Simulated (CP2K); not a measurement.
AlCu:

```
Al Cu
1.0
     3.19155    0.00000    0.00000
     1.59578    2.76396    0.00000
     1.59578    0.92132    2.60589
Al Cu
1 1
Direct
  0.75000 0.75000 0.75000
  0.00000 0.00000 0.00000
```

The cell was built by a generator and needn't be a form met in nature.

Program: CP2K 2026.2. Alike in all runs: task single point; level PBE; no spin polarisation; cell as given; k mesh 10 × 10 × 10; smearing fermi-dirac 0.05 eV. Hardware: 1 thread of Arm Neoverse V1, on a shared host.

Q: Order these runs on this cell by their wall time, lowest first.
A. potentials or basis GTH_POTENTIALS Al GTH-PBE-q3, Cu GTH-PBE-q11; SZV-MOLOPT-SR-GTH basis; ADDED_MOS [6]
B. potentials or basis POTENTIAL_UZH Al GTH-PBE-q3, Cu GTH-PBE-q11; ccGRB-D basis; ADDED_MOS [13]
C. potentials or basis POTENTIAL_UZH Al GTH-PBE-q3, Cu GTH-PBE-q11; TZV2P-MOLOPT-PBE-GTH basis; ADDED_MOS [13]

A: A (19 s), B (62 s), C (260 s).
